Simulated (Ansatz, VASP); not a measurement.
One calculation of RbBr, two programs

```
CELL_PARAMETERS angstrom
0.00000 3.46083 3.46083
3.46083 0.00000 3.46083
3.46083 3.46083 0.00000
ATOMIC_POSITIONS crystal
Rb 0.00000 0.00000 0.00000
Br 0.50000 0.50000 0.50000
```

Alike in both runs: task single point; functional r2SCAN; k mesh 6 × 6 × 6; no spin polarisation.

```csv
,VASP,Ansatz
version,VASP 6.6.1,Ansatz 0.2.0
potentials or method,"VASP PAW PBE potentials, release 64 (Rb_sv, Br)","plane waves, PAW"
plane-wave cutoff (eV),520,500
occupations,"gaussian, width 0.01 eV",fixed
valence electrons in the cell,16,16
```

```csv
,VASP,Ansatz,Ansatz less VASP
gap on the k mesh at the Fermi level (eV),4.89,4.89,0.000
pressure (GPa),0.0,0.0,-0.02
```

Caveats: the PAW data sets were made with another functional, which shifts forces and pressure a little (VASP). r2SCAN opens gaps a little over a GGA but as a rule still falls short of measured ones.
